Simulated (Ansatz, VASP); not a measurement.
## AlN in VASP and in Ansatz

File INCAR:

```
ALGO = Normal
EDIFF = 1E-6
ENCUT = 520
GGA = PE
ISIF = 2
ISMEAR = 0
LASPH = True
LCHARG = True
LELF = True
LREAL = False
LVHAR = True
LWAVE = False
NBANDS = 11
NELM = 100
PREC = Accurate
SIGMA = 0.05
```

Contents of KPOINTS:

```
k-points
0
Gamma
  10 10 10
```

Contents of POSCAR:

```
AlN
1.0
    0.0000000000      2.2015871044      2.2015871044
    2.2015871044      0.0000000000      2.2015871044
    2.2015871044      2.2015871044      0.0000000000
Al N
1 1
Direct
    0.0000000000      0.0000000000      0.0000000000
    0.7500000000      0.7500000000      0.7500000000
```

Input for Ansatz:

```yaml
crystal:
  lattice:
    - [0.0, 2.2015871006, 2.2015871006]
    - [2.2015871006, 0.0, 2.2015871006]
    - [2.2015871006, 2.2015871006, 0.0]
  atoms:
    - { symbol: Al, position: [0.0, 0.0, 0.0] }
    - { symbol: "N", position: [0.75, 0.75, 0.75] }
basis:
  ecutwfc: 420
kpoints:
  mp_grid: { grid: [10, 10, 10] }
hamiltonian:
  xc: pbe
scf:
  occupations: { method: gaussian, width: 0.05 }
output:
  forces: true
  stress: true
  eigenvalues: true
```

Measurements of this composition are mostly on another form, of space group No. 186.

Alike in both runs: task single point; functional PBE; k mesh 10 × 10 × 10; occupations gaussian, width 0.05 eV; no spin polarisation.

```csv
,VASP,Ansatz
version,VASP 6.6.1,Ansatz 0.2.0
potentials or method,"VASP PAW PBE potentials, release 64 (Al, N)","scalar-relativistic, plane waves, PAW"
plane-wave cutoff (eV),520,420
valence electrons in the cell,8,8
```

```tsv
	VASP	Ansatz	Ansatz less VASP
gap on the k mesh at the Fermi level (eV)	3.30	3.31	+0.007
least direct gap on the mesh (eV)	3.98	3.98	-0.009
pressure (GPa)	-0.3	0.0	+0.29
```

A k mesh can miss the band edges.
